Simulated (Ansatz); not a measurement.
# Sn (110): surface energy and levels, part 2 of 2

Aim: for Sn, compute energy, relaxation and work function or band edges of the (110) face.

Ansatz 0.2.0; DFT r2SCAN, scalar-relativistic, plane waves, PAW. Earlier steps stand in the parts before.

### 6 What the (110) slab gives

The surface energy is (E_slab − N·E_bulk) / 2A, with N = 7 atoms and A = 13.25 Å².

|  | as cut | relaxed |
| --- | --- | --- |
| surface energy, mean of both faces | 0.56 J/m² | 0.53 J/m² |
| work function | 4.28 eV | 4.34 eV |
| dipole along +c (e·Å/cell) | 0.000 | 0.000 |

How the layers moved (bottom to top):

```tsv
plane	atoms	spacing to the next, as cut (Å)	relaxed (Å)	change (%)	rumpling (Å)
1	Sn	2.081	1.966	-5.5	0.000
2	Sn	2.081	2.160	+3.8	0.000
3	Sn	2.081	2.051	-1.5	0.000
4	Sn	2.081	2.050	-1.5	0.000
5	Sn	2.081	2.159	+3.8	0.000
6	Sn	2.081	1.965	-5.6	0.000
7	Sn				0.000
```

### 7 Results

What follows sums up all 2 parts.

| quantity | value |
| --- | --- |
| surface energy, (110), cut with Sn on top | 0.53 J/m² |
| work function, (110), cut with Sn on top | 4.34 eV |

**Reading.** On (110) the top spacing contracts by 5.6 %, and relaxation gains 0.029 J/m² a face.
